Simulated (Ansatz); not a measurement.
MoS$_{2}$: deformation potentials from a series

```yaml
crystal:
  lattice:
    - [1.58150, 0.91308, 6.12333]
    - [-1.58150, 0.91308, 6.12333]
    - [0.00000, -1.82616, 6.12333]
  atoms:
    - { symbol: Mo, position: [0.00000, 0.00000, 0.00000] }
    - { symbol: S, position: [0.74840, 0.74840, 0.74840] }
    - { symbol: S, position: [0.58490, 0.58490, 0.58490] }
```

Atom numbers follow the list: Mo1, S2, S3.

The cell comes from COD entry 9007661, which wasn't checked; take it as a given geometry.

All numbers below come from DFT, LDA, all-electron LAPW, scalar-relativistic in Ansatz 0.2.0.

Numerical set-up: a Γ-centred 15×15×15 k mesh, Fermi–Dirac smearing of 0.05 eV, basis error target 1 meV/atom, no spin polarisation.

The strain is applied along the Cartesian axes of the cell as listed (the other components stay zero). Fractional coordinates are held (clamped ions).

The valence-band top of this crystal doesn't lie at Γ but 1.23 eV above the top filled level there.

Only quantities that a quadratic follows smoothly over the whole series are listed; rougher ones are left out.

```
εxx = εyy  direct gap at Γ (eV)
  -0.0200                 3.478
  -0.0100                 3.285
   0.0000                 3.101
   0.0200                 2.764
```

Problem. Fit the series and give the slopes at zero strain.

Solution. Least-squares fits y = p0 + p1 x + p2 x² to the rows give direct gap at Γ (eV): p1 = -17.9, p2 = 50.

Problem. One run, at εxx = εyy = 0.0100, is withheld. Predict its row.

Solution. The fits give 2.928; the run gave 2.928.
